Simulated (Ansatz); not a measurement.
**Carbon, A15 under revPBE: relaxation and energy**

Aim: take carbon in the A15 structure, relax it, then solve it on a dense k-mesh. Spin polarisation is left out. The k-meshes are 7×7×7 for the relaxation; 9×9×9 for the dense run.

Program: Ansatz 0.2.0. Level of theory: DFT revPBE, plane waves (420 eV) with PAW, scalar-relativistic; PBE-made PAW files. These are calculated values, not measurements.

## Step 1: The system as given

The structure is cubic, space group Pm-3n (No. 223). The conventional cell has a = 3.755 Å, b = 3.755 Å, c = 3.755 Å, α = 90.00°, β = 90.00°, γ = 90.00°. Around C (site symmetry m-3) lie 12 C at 2.10 Å. Around C (site symmetry -4m2) lie 6 C at 1.88 to 2.10 Å.

Coordinates:

```
CELL_PARAMETERS angstrom
3.75460 0.00000 0.00000
0.00000 3.75460 0.00000
0.00000 0.00000 3.75460
ATOMIC_POSITIONS crystal
C 0.00000 0.00000 0.00000
C 0.50000 0.50000 0.50000
C 0.25000 0.00000 0.50000
C 0.75000 0.00000 0.50000
C 0.50000 0.25000 0.00000
C 0.50000 0.75000 0.00000
C 0.00000 0.50000 0.25000
C 0.00000 0.50000 0.75000
```

## Step 2: Geometry optimisation

Contents of input.yaml:

```yaml
crystal:
  lattice:
    - [3.7546000832, 0.0, 0.0]
    - [0.0, 3.7546000832, 0.0]
    - [0.0, 0.0, 3.7546000832]
  atoms:
    - { symbol: C, position: [0.0, 0.0, 0.0] }
    - { symbol: C, position: [0.5, 0.5, 0.5] }
    - { symbol: C, position: [0.25, 0.0, 0.5] }
    - { symbol: C, position: [0.75, 0.0, 0.5] }
    - { symbol: C, position: [0.5, 0.25, 0.0] }
    - { symbol: C, position: [0.5, 0.75, 0.0] }
    - { symbol: C, position: [0.0, 0.5, 0.25] }
    - { symbol: C, position: [0.0, 0.5, 0.75] }
hamiltonian:
  xc: revpbe
  pseudopotentials:
    kind: paw
    azcp:
      C: "pseudopotentials/C.paw.azcp"
basis:
  ecutwfc: 420
  fft_grid_basis: typed
kpoints:
  mp_grid: { grid: [7, 7, 7], shift: [0, 0, 0] }
magnetization:
  spin_polarized: false
scf:
  occupations: { method: fermi_dirac, width: 0.1 }
relax:
  max_steps: 60
  f_tol: 0.01
  cell: {}
```

Launch:

```bash
ansatz run input.yaml --threads 4 --pin off --max-ram 8192MiB --backend cpu --events-out ev --progress --plain --runs-dir out
```

Log:

```text
Warning: RAYON_NUM_THREADS=4 ignored (pool sized by the plan → 4); use --threads N
Engine: ansatz 0.2.0, aarch64-unknown-linux-gnu
Pseudopotentials: kind: paw
Pseudopotential: C, paw, valence charge 4, recommended cutoff 420 eV (normal), <dir>
Functional definition: revPBE
  parameter kappa = 1.245
  parameter beta = 0.06672455060314922
  exchange = pbe_x(kappa = kappa, mu = beta*pi^2/3)
  correlation = pbe_c(beta = beta)
Crystal: 8 atoms, lattice volume = 52.929 Å³
Basis set: ecut = 420 eV, 1021 PW (Γ), exchange–correlation on 54×54×54 points (8 copies of the dense FFT grid, shifted against one another)
Bands: 24, of which v1, the nominal top of the filled ones, is band 16 counted from 1 (15 counted from 0)
Symmetry: 48 space group operations
Space group: Pm-3n (ITA 223), of the structure as read, at distance tolerance 3.8e-5 Å
k-points: 20 of 343
Non-local potential: C, projectors of the file, l = 0: 2, l = 1: 2, l = 2: 1
PAW form: soft (Blöchl's): semilocal exchange-correlation on the pseudo side does not see the compensation charge
PAW frozen core: C, regenerated for the run's functional, and the local potential with it (the file was generated under x = pbe(κ = 0.804, μ = 0.2195149727645171), c = pbe(β = 0.06672455060314922))
PAW one-centre angular grid: C, 110 points (default); XC on 64 Gauss nodes
Initial density: superposition of atomic densities (neutral atoms: chi_scale 0, normalization atom), corrected by the library's trained network
Initial wavefunctions: pseudopotential atomic-orbital guess
Functional: x = revpbe(κ = 1.245, μ = 0.2195149727645171), c = pbe(β = 0.06672455060314922)
SCF iter   1: F=—  HF=-1978.504404 eV  |F-HF|=—  |Δ(HF+E_count)|=         —  Δρ=7.50e-3  dr2=2.53e-2  ethr=1.77e-3  ⟨swp⟩=4.1  Hψ=1973  notcnv=0
preconditioner: auto → Kerker (q_TF=auto, 2.509 Å⁻¹)  [metal: Δε(μ)=0.026 eV  Ē_g=9.997 eV  σ=0.100 eV  W_gap=0.07  n_scr=18 (ndim 8)  ℏωp=28.9 eV  f_vac=0.000  D(μ)=2.59/eV (n_scr^D=26)]
SCF iter   2: F=—  HF=-1978.500362 eV  |F-HF|=—  |Δ(HF+E_count)|=   4.04e-3  Δρ=3.65e-3  dr2=5.27e-3  ethr=7.90e-5  ⟨swp⟩=1.0  Hψ=640  notcnv=0
SCF iter   3: F=—  HF=-1978.499809 eV  |F-HF|=—  |Δ(HF+E_count)|=   5.54e-4  Δρ=4.17e-4  dr2=4.15e-5  ethr=1.65e-5  ⟨swp⟩=2.2  Hψ=739  notcnv=0
SCF iter   4: F=—  HF=-1978.499811 eV  |F-HF|=—  |Δ(HF+E_count)|=   2.57e-6  Δρ=4.35e-5  dr2=6.10e-7  ethr=1.30e-7  ⟨swp⟩=2.1  Hψ=794  notcnv=0
iter 5 did not close the SCF: its close was put off for the readings that it lacked (scf_convergence_deferred on its scf_iter line)
SCF iter   5: F=-1978.499811 eV  HF=-1978.499811 eV  |F-HF|=6.32e-9  |Δ(HF+E_count)|=   6.97e-8  Δρ=1.09e-5  dr2=3.03e-8  ethr=1.91e-9  ⟨swp⟩=2.2  Hψ=791  notcnv=0
SCF iter   6: F=-1978.499811 eV  HF=-1978.499811 eV  |F-HF|=4.55e-13  |Δ(HF+E_count)|=   8.87e-9  Δρ=1.13e-6  dr2=4.05e-10  ethr=9.48e-11  ⟨swp⟩=1.4  Hψ=1380  notcnv=0
SCF 1 converged in 6 iterations: F = -1978.499811 eV  dr2 = 4.05e-10
relax step   1: F+E_penalty+E_count = -1978.49981117 eV  Δ(F+E_penalty+E_count) = +0.000e0 eV  max|allowed force component| = 5.146e-17 eV/Å  Δτ_max = 0.0000 Å  P = +20.240 GPa  Ω = 52.929 Å³  (6 SCF iters, dr2 threshold 1.00e-7 eV, accepted)
Crystal: 8 atoms, lattice volume = 55.715 Å³
Basis set: ecut = 420 eV, 1045 PW (Γ), exchange–correlation on 54×54×54 points (8 copies of the dense FFT grid, shifted against one another)
Initial density: handed on by an earlier stage of this run
Initial wavefunctions: those handed on with the density
iter 1 solved again at ethr=1.19e-5 eV; its pass at ethr=3.10e-3 eV (dr2=3.79e-3 eV) is discarded
SCF iter   1: F=—  HF=-1978.749105 eV  |F-HF|=—  |Δ(HF+E_count)|=         —  Δρ=2.96e-3  dr2=3.68e-3  ethr=1.19e-5  ⟨swp⟩=1.1  Hψ=2741  notcnv=0
preconditioner: auto → Kerker (q_TF=auto, 2.487 Å⁻¹)  [metal: Δε(μ)=0.127 eV  Ē_g=9.629 eV  σ=0.100 eV  W_gap=0.30  n_scr=18 (ndim 8)  ℏωp=28.1 eV  f_vac=0.000  D(μ)=2.62/eV (n_scr^D=26)]
SCF iter   2: F=—  HF=-1978.748946 eV  |F-HF|=—  |Δ(HF+E_count)|=   1.59e-4  Δρ=1.70e-3  dr2=1.18e-3  ethr=1.15e-5  ⟨swp⟩=1.0  Hψ=480  notcnv=0
SCF iter   3: F=—  HF=-1978.748731 eV  |F-HF|=—  |Δ(HF+E_count)|=   2.15e-4  Δρ=1.68e-4  dr2=8.92e-6  ethr=3.68e-6  ⟨swp⟩=2.1  Hψ=814  notcnv=0
SCF iter   4: F=—  HF=-1978.748735 eV  |F-HF|=—  |Δ(HF+E_count)|=   4.25e-6  Δρ=3.56e-5  dr2=2.84e-7  ethr=2.79e-8  ⟨swp⟩=2.2  Hψ=836  notcnv=0
iter 5 did not close the SCF: its close was put off for the readings that it lacked (scf_convergence_deferred on its scf_iter line)
SCF iter   5: F=-1978.748735 eV  HF=-1978.748735 eV  |F-HF|=2.61e-9  |Δ(HF+E_count)|=   1.77e-7  Δρ=3.52e-6  dr2=3.13e-9  ethr=8.89e-10  ⟨swp⟩=2.0  Hψ=813  notcnv=0
SCF iter   6: F=-1978.748735 eV  HF=-1978.748735 eV  |F-HF|=2.18e-11  |Δ(HF+E_count)|=   2.60e-9  Δρ=4.00e-7  dr2=3.57e-11  ethr=9.79e-12  ⟨swp⟩=1.0  Hψ=1375  notcnv=0
SCF 2 converged in 6 iterations: F = -1978.748735 eV  dr2 = 3.57e-11
relax step   2: F+E_penalty+E_count = -1978.74873511 eV  Δ(F+E_penalty+E_count) = -2.489e-1 eV  max|allowed force component| = 9.483e-17 eV/Å  Δτ_max = 0.0000 Å  P = +9.507 GPa  Ω = 55.715 Å³  energy of the carried Pulay correction = -6.421e-3 eV  (6 SCF iters, dr2 threshold 8.00e-7 eV, accepted)
Crystal: 8 atoms, lattice volume = 58.439 Å³
Basis set: ecut = 420 eV, 1189 PW (Γ), exchange–correlation on 54×54×54 points (8 copies of the dense FFT grid, shifted against one another)
iter 1 solved again at ethr=9.15e-6 eV; its pass at ethr=3.10e-3 eV (dr2=2.93e-3 eV) is discarded
SCF iter   1: F=—  HF=-1978.830007 eV  |F-HF|=—  |Δ(HF+E_count)|=         —  Δρ=2.53e-3  dr2=2.84e-3  ethr=9.15e-6  ⟨swp⟩=1.2  Hψ=2719  notcnv=0
preconditioner: auto → Kerker (q_TF=auto, 2.468 Å⁻¹)  [metal: Δε(μ)=0.114 eV  Ē_g=9.313 eV  σ=0.100 eV  W_gap=0.27  n_scr=18 (ndim 8)  ℏωp=27.5 eV  f_vac=0.000  D(μ)=2.69/eV (n_scr^D=26)]
SCF iter   2: F=—  HF=-1978.829887 eV  |F-HF|=—  |Δ(HF+E_count)|=   1.19e-4  Δρ=1.46e-3  dr2=9.21e-4  ethr=8.89e-6  ⟨swp⟩=1.0  Hψ=480  notcnv=0
SCF iter   3: F=—  HF=-1978.829726 eV  |F-HF|=—  |Δ(HF+E_count)|=   1.61e-4  Δρ=1.47e-4  dr2=7.16e-6  ethr=2.88e-6  ⟨swp⟩=2.1  Hψ=812  notcnv=0
SCF iter   4: F=—  HF=-1978.829732 eV  |F-HF|=—  |Δ(HF+E_count)|=   5.54e-6  Δρ=3.09e-5  dr2=2.32e-7  ethr=2.24e-8  ⟨swp⟩=2.1  Hψ=817  notcnv=0
iter 5 did not close the SCF: its close was put off for the readings that it lacked (scf_convergence_deferred on its scf_iter line)
SCF iter   5: F=-1978.829732 eV  HF=-1978.829732 eV  |F-HF|=2.11e-9  |Δ(HF+E_count)|=   1.43e-7  Δρ=2.99e-6  dr2=2.45e-9  ethr=7.24e-10  ⟨swp⟩=2.0  Hψ=810  notcnv=0
SCF iter   6: F=-1978.829732 eV  HF=-1978.829732 eV  |F-HF|=2.07e-11  |Δ(HF+E_count)|=   2.13e-9  Δρ=3.58e-7  dr2=3.00e-11  ethr=7.65e-12  ⟨swp⟩=1.0  Hψ=1379  notcnv=0
SCF 3 converged in 6 iterations: F = -1978.829732 eV  dr2 = 3.00e-11
relax step   3: F+E_penalty+E_count = -1978.82973182 eV  Δ(F+E_penalty+E_count) = -8.100e-2 eV  max|allowed force component| = 7.026e-17 eV/Å  Δτ_max = 0.0000 Å  P = +1.019 GPa  Ω = 58.439 Å³  energy of the carried Pulay correction = -1.239e-2 eV  (6 SCF iters, dr2 threshold 8.00e-7 eV, accepted)
[... 13 lines left out ...]
relax step   4: F+E_penalty+E_count = -1978.83015981 eV  Δ(F+E_penalty+E_count) = -4.280e-4 eV  max|allowed force component| = 8.413e-17 eV/Å  Δτ_max = 0.0000 Å  P = +0.066 GPa  Ω = 58.784 Å³  energy of the carried Pulay correction = -1.312e-2 eV  (6 SCF iters, dr2 threshold 8.00e-7 eV, accepted)
[... 15 lines left out ...]
relax step   5: F+E_penalty+E_count = -1978.83011402 eV  Δ(F+E_penalty+E_count) = +4.579e-5 eV  max|allowed force component| = 9.310e-17 eV/Å  Δτ_max = 0.0000 Å  P = +0.001 GPa  Ω = 58.808 Å³  energy of the carried Pulay correction = -1.317e-2 eV  (7 SCF iters, dr2 threshold 1.08e-8 eV, accepted)
[... 11 lines left out ...]
relax step   6: F+E_penalty+E_count = -1978.85617489 eV  Δ(F+E_penalty+E_count) = -2.606e-2 eV  max|allowed force component| = 6.765e-17 eV/Å  Δτ_max = 0.0000 Å  P = +0.734 GPa  Ω = 58.808 Å³  stress off target by 7.34e-1 GPa  SCF on the basis re-selected at this cell (its energy is not comparable with the rows above)  (6 SCF iters)
[... 14 lines left out ...]
relax step   7: F+E_penalty+E_count = -1978.85606269 eV  Δ(F+E_penalty+E_count) = +1.122e-4 eV  max|allowed force component| = 1.538e-16 eV/Å  Δτ_max = 0.0000 Å  P = +0.038 GPa  Ω = 59.078 Å³  energy of the carried Pulay correction = -7.606e-4 eV  (6 SCF iters, dr2 threshold 8.00e-7 eV, accepted)
iter 1 solved again at ethr=6.94e-9 eV; its pass at ethr=3.10e-3 eV (dr2=2.22e-6 eV) is discarded
SCF iter   1: F=—  HF=-1978.856920 eV  |F-HF|=—  |Δ(HF+E_count)|=         —  Δρ=2.36e-5  dr2=4.80e-8  ethr=6.94e-9  ⟨swp⟩=3.0  Hψ=3083  notcnv=0
SCF iter   2: F=—  HF=-1978.856920 eV  |F-HF|=—  |Δ(HF+E_count)|=   1.52e-7  Δρ=1.28e-5  dr2=1.35e-8  ethr=1.50e-10  ⟨swp⟩=2.4  Hψ=802  notcnv=0
iter 3 did not close the SCF: its close was put off for the readings that it lacked (scf_convergence_deferred on its scf_iter line)
SCF iter   3: F=-1978.856920 eV  HF=-1978.856920 eV  |F-HF|=5.23e-11  |Δ(HF+E_count)|=   4.55e-8  Δρ=5.92e-7  dr2=6.62e-11  ethr=4.21e-11  ⟨swp⟩=2.0  Hψ=808  notcnv=0
iter 4 did not close the SCF: its close was put off for the readings that it lacked (scf_convergence_deferred on its scf_iter line)
SCF iter   4: F=-1978.856920 eV  HF=-1978.856920 eV  |F-HF|=4.55e-13  |Δ(HF+E_count)|=  5.64e-11  Δρ=3.85e-8  dr2=4.36e-13  ethr=1.00e-12  ⟨swp⟩=1.0  Hψ=480  notcnv=0
iter 5 did not close the SCF: its close was put off for the readings that it lacked (scf_convergence_deferred on its scf_iter line)
SCF iter   5: F=-1978.856920 eV  HF=-1978.856920 eV  |F-HF|=4.55e-13  |Δ(HF+E_count)|=  9.09e-13  Δρ=1.02e-8  dr2=4.98e-14  ethr=1.00e-12  ⟨swp⟩=1.0  Hψ=480  notcnv=0
iter 6 did not close the SCF: its close was put off for the readings that it lacked (scf_convergence_deferred on its scf_iter line)
SCF iter   6: F=-1978.856920 eV  HF=-1978.856920 eV  |F-HF|=4.55e-13  |Δ(HF+E_count)|=  4.55e-13  Δρ=2.83e-9  dr2=3.53e-15  ethr=1.00e-12  ⟨swp⟩=1.0  Hψ=480  notcnv=0
SCF iter   7: F=-1978.856920 eV  HF=-1978.856920 eV  |F-HF|=6.82e-13  |Δ(HF+E_count)|=  4.55e-13  Δρ=4.22e-10  dr2=6.13e-17  ethr=1.00e-12  ⟨swp⟩=1.0  Hψ=1040  notcnv=0
SCF 8 converged in 7 iterations: F = -1978.856920 eV  dr2 = 6.13e-17
relax step   8: F+E_penalty+E_count = -1978.85691973 eV  Δ(F+E_penalty+E_count) = -8.570e-4 eV  max|allowed force component| = 1.561e-16 eV/Å  Δτ_max = 0.0000 Å  P = +0.049 GPa  Ω = 59.078 Å³  stress off target by 4.93e-2 GPa  SCF on the basis re-selected at this cell (its energy is not comparable with the rows above)  (7 SCF iters)
basis re-selected at this cell: Δ(F+E_penalty+E_count) = -8.570e-4 eV, ΔP = +0.012 GPa vs the last step (what re-selecting the basis moved, of the pressure what is left beyond the Pulay correction that the steps carried, after the strain that the cell walked since its last selection, with what the two solves' SCF thresholds leave and, on support functions, any second-order correction that the steps lacked; it is no measure of the basis error at this ecutwfc). This SCF's stress stands 4.93e-2 GPa from its target on what of the cell is left free (relax.cell.stress_tol is 5.00e-2 GPa) and its largest allowed force component is 1.56e-16 eV/Å (relax.f_tol is 1.00e-2 eV/Å): within both
SCF converged after 7 iterations
Free energy (F): -1978.856920 eV
Harris-Foulkes:  -1978.856920 eV  (|F-HF|=6.82e-13)
Internal energy: -1978.766341 eV  (E = F + TS)
E sigma→0 (E₀):  -1978.811631 eV
Entropy (-TS):   -0.090578 eV (-11.322 meV/atom)
Fermi energy:    10.326989 eV
--- Per-component energies (eV) ---
  E_band       = 100.398745
  E_kinetic    = 616.522874
  E_local      = -352.424744  (includes V_loc(G=0)·N_el)
  E_nonlocal   = 226.308741
  E_hartree    = 47.454104
  E_xc         = -368.482553
  E_vxc        = -455.121446  (∫ρ·V_xc dr)
  E_paw        = -784.288240  (= ΣΔE_a)
  E_vpaw       = -29.794894  (= ΣTr[D̂ρ^β])
  E_aug_tail   = 0.000006  (compensation charges beyond the density's cutoff)
  E_ewald      = -1363.763189
  E_core_change = -0.093340  (= ΣΔE_core)
  E_smearing   = -0.090578  (= −TS)
  E_closure    = -0.000000  (closes the sum)
  Σ components = -1978.856920   (vs F -1978.856920, Δ=0.00e0)
--- Forces (eV/Å), atoms counted from 1 ---
  atom   1  C      0.00000000    -0.00000000     0.00000000
  atom   2  C      0.00000000    -0.00000000    -0.00000000
  atom   3  C      0.00000000     0.00000000    -0.00000000
  atom   4  C     -0.00000000    -0.00000000    -0.00000000
  atom   5  C      0.00000000     0.00000000     0.00000000
  atom   6  C     -0.00000000     0.00000000    -0.00000000
  atom   7  C     -0.00000000    -0.00000000     0.00000000
  atom   8  C      0.00000000     0.00000000     0.00000000
  max |Σ_I F_I| component: 1.02e-16 eV/Å
--- Stress (GPa, compression-positive) ---
        0.049329       0.000000       0.000000
        0.000000       0.049329      -0.000000
        0.000000      -0.000000       0.049329
  P = ⅓ Tr σ = 0.0493 GPa (0.493 kbar)
--- Relaxed structure (6 steps of the walk, 6 accepted, 2 SCFs on fresh bases) ---
  F+E_penalty+E_count = -1978.85691973 eV   max|allowed force component| = 1.561e-16 eV/Å   (the final SCF, on the basis selected at the relaxed cell)
  cell:  # Å, volume = 59.0781 Å³
    - [3.894713404354753, 1.9130904114246542e-32, -3.851859888774472e-34]
    - [2.067164806975633e-32, 3.894713404354753, -1.2839532962581572e-34]
    - [-3.851859888774472e-34, 0.0, 3.894713404354753]
  atoms:
    - { symbol: C, position: [-6.950818019428918e-35, 1.390581045361937e-34, -9.632879503713996e-35] }
    - { symbol: C, position: [0.49999999999999994, 0.49999999999999994, 0.49999999999999994] }
    - { symbol: C, position: [0.24999999999999997, 6.274312363174845e-34, 0.49999999999999994] }
    - { symbol: C, position: [0.7499999999999999, -7.489901941733312e-34, 0.49999999999999994] }
    - { symbol: C, position: [0.49999999999999994, 0.24999999999999997, -2.1054078291268803e-34] }
    - { symbol: C, position: [0.49999999999999994, 0.7499999999999999, 7.89298343110696e-35] }
    - { symbol: C, position: [-4.841444496278582e-34, 0.49999999999999994, 0.24999999999999997] }
    - { symbol: C, position: [-3.093199594148485e-34, 0.49999999999999994, 0.7499999999999999] }
```

Run time: 3.1 s. Hardware: 4 threads of Arm Neoverse V2, shared host; peak memory 0.33 GiB.

Step by step:

| step | energy change (meV/atom) | largest force (eV/Å) | pressure (GPa) | volume (Å³/atom) |
| --- | --- | --- | --- | --- |
| 1 | 0.00 | 0.0000 | 20.24 | 6.616 |
| 2 | -31.12 | 0.0000 | 9.51 | 6.964 |
| 3 | -41.24 | 0.0000 | 1.02 | 7.305 |
| 4 | -41.29 | 0.0000 | 0.07 | 7.348 |
| 5 | -41.29 | 0.0000 | 0.00 | 7.351 |
| 6 | -44.55 | 0.0000 | 0.73 | 7.351 |
| 7 | -44.53 | 0.0000 | 0.04 | 7.385 |
| 8 | -44.64 | 0.0000 | 0.05 | 7.385 |

Steps that repeat a cell are solved on a basis chosen anew, so their changes of energy are no gain of the relaxation.

Changes in the cell that was computed:

|  | before | after | change |
| --- | --- | --- | --- |
| a (Å) | 3.755 | 3.895 | +3.7 % |
| b (Å) | 3.755 | 3.895 | +3.7 % |
| c (Å) | 3.755 | 3.895 | +3.7 % |
| volume (Å³/atom) | 6.616 | 7.385 | +11.6 % |
| shortest distance (Å) | 1.877 | 1.947 | +3.7 % |
| space group (spins left aside) | Pm-3n | Pm-3n | same |

## Step 3: Dense single point

Contents of input.yaml:

```yaml
crystal:
  lattice:
    - [3.8947134044, 0.0, 0.0]
    - [0.0, 3.8947134044, 0.0]
    - [0.0, 0.0, 3.8947134044]
  atoms:
    - { symbol: C, position: [1.0, 0.0, 1.0] }
    - { symbol: C, position: [0.5, 0.5, 0.5] }
    - { symbol: C, position: [0.25, 0.0, 0.5] }
    - { symbol: C, position: [0.75, 1.0, 0.5] }
    - { symbol: C, position: [0.5, 0.25, 1.0] }
    - { symbol: C, position: [0.5, 0.75, 0.0] }
    - { symbol: C, position: [1.0, 0.5, 0.25] }
    - { symbol: C, position: [1.0, 0.5, 0.75] }
hamiltonian:
  xc: revpbe
  pseudopotentials:
    kind: paw
    azcp:
      C: "pseudopotentials/C.paw.azcp"
basis:
  ecutwfc: 420
  fft_grid_basis: typed
kpoints:
  mp_grid: { grid: [9, 9, 9], shift: [0, 0, 0] }
magnetization:
  spin_polarized: false
scf:
  occupations: { method: fermi_dirac, width: 0.1 }
```

Launch:

```bash
ansatz run input.yaml --threads 4 --pin off --max-ram 8192MiB --backend cpu --events-out ev --progress --plain --runs-dir out
```

Log:

```text
Warning: RAYON_NUM_THREADS=4 ignored (pool sized by the plan → 4); use --threads N
[... 8 set-up lines as earlier in the session ...]
Crystal: 8 atoms, lattice volume = 59.078 Å³
Basis set: ecut = 420 eV, 1189 PW (Γ)
Bands: 24, of which v1, the nominal top of the filled ones, is band 16 counted from 1 (15 counted from 0)
[... 1 set-up line as earlier in the session ...]
Space group: Pm-3n (ITA 223), of the structure as read, at distance tolerance 3.9e-5 Å
k-points: 35 of 729
[... 7 set-up lines as earlier in the session ...]
SCF iter   1: F=—  HF=-1978.823121 eV  |F-HF|=—  |Δ(HF+E_count)|=         —  Δρ=6.05e-3  dr2=2.14e-2  ethr=1.77e-3  ⟨swp⟩=4.5  Hψ=3350  notcnv=0
preconditioner: auto → Kerker (q_TF=auto, 2.463 Å⁻¹)  [metal: Δε(μ)=0.015 eV  Ē_g=9.257 eV  σ=0.100 eV  W_gap=0.04  n_scr=18 (ndim 8)  ℏωp=27.3 eV  f_vac=0.000  D(μ)=3.25/eV (n_scr^D=26)]
SCF iter   2: F=—  HF=-1978.820676 eV  |F-HF|=—  |Δ(HF+E_count)|=   2.45e-3  Δρ=2.78e-3  dr2=3.81e-3  ethr=6.70e-5  ⟨swp⟩=1.0  Hψ=1120  notcnv=0
SCF iter   3: F=—  HF=-1978.820633 eV  |F-HF|=—  |Δ(HF+E_count)|=   4.21e-5  Δρ=3.92e-4  dr2=2.95e-5  ethr=1.19e-5  ⟨swp⟩=2.1  Hψ=1214  notcnv=0
SCF iter   4: F=—  HF=-1978.820645 eV  |F-HF|=—  |Δ(HF+E_count)|=   1.16e-5  Δρ=3.53e-5  dr2=6.23e-7  ethr=9.22e-8  ⟨swp⟩=2.1  Hψ=1379  notcnv=0
iter 5 did not close the SCF: its close was put off for the readings that it lacked (scf_convergence_deferred on its scf_iter line)
SCF iter   5: F=-1978.820645 eV  HF=-1978.820645 eV  |F-HF|=5.47e-10  |Δ(HF+E_count)|=   1.07e-8  Δρ=7.13e-6  dr2=1.58e-8  ethr=1.95e-9  ⟨swp⟩=2.5  Hψ=1364  notcnv=0
SCF iter   6: F=-1978.820645 eV  HF=-1978.820645 eV  |F-HF|=7.21e-11  |Δ(HF+E_count)|=   1.63e-9  Δρ=1.00e-6  dr2=3.38e-10  ethr=4.93e-11  ⟨swp⟩=1.0  Hψ=2400  notcnv=0
SCF 1 converged in 6 iterations: F = -1978.820645 eV  dr2 = 3.38e-10
SCF converged after 6 iterations
Free energy (F): -1978.820645 eV
Harris-Foulkes:  -1978.820645 eV  (|F-HF|=7.21e-11)
Internal energy: -1978.715503 eV  (E = F + TS)
E sigma→0 (E₀):  -1978.768074 eV
Entropy (-TS):   -0.105142 eV (-13.143 meV/atom)
Fermi energy:    10.289041 eV
--- Per-component energies (eV) ---
  E_band       = 100.512677
  E_kinetic    = 616.661171
  E_local      = -352.694088  (includes V_loc(G=0)·N_el)
  E_nonlocal   = 226.482263
  E_hartree    = 47.526930
  E_xc         = -368.561938
  E_vxc        = -455.217734  (∫ρ·V_xc dr)
  E_paw        = -784.273318  (= ΣΔE_a)
  E_vpaw       = -29.772893  (= ΣTr[D̂ρ^β])
  E_aug_tail   = 0.000006  (compensation charges beyond the density's cutoff)
  E_ewald      = -1363.763189
  E_core_change = -0.093340  (= ΣΔE_core)
  E_smearing   = -0.105142  (= −TS)
  E_closure    = 0.000000  (closes the sum)
  Σ components = -1978.820645   (vs F -1978.820645, Δ=0.00e0)
```

Wall time 0.61 s (4 threads of Arm Neoverse V2, shared host); peak memory 0.32 GiB.

## Step 4: Outcome

| quantity | value |
| --- | --- |
| space group (spins left aside) | Pm-3n (No. 223) |
| conventional cell | a = 3.895 Å |
| volume | 7.385 Å³/atom |
| shortest distance | 1.947 Å |
| gap on the mesh | none (levels filled in part) |
| relative to graphite | +4555 meV/atom |

In words: The relaxation enlarged the cell by 11.6 % in volume. Against the reference form of carbon (graphite, computed apart with the same settings) it stands 4555 meV/atom higher. Levels at the Fermi energy are filled in part, as in a metal. The symmetry was held, so the structure may be unstable against distortions that break it.
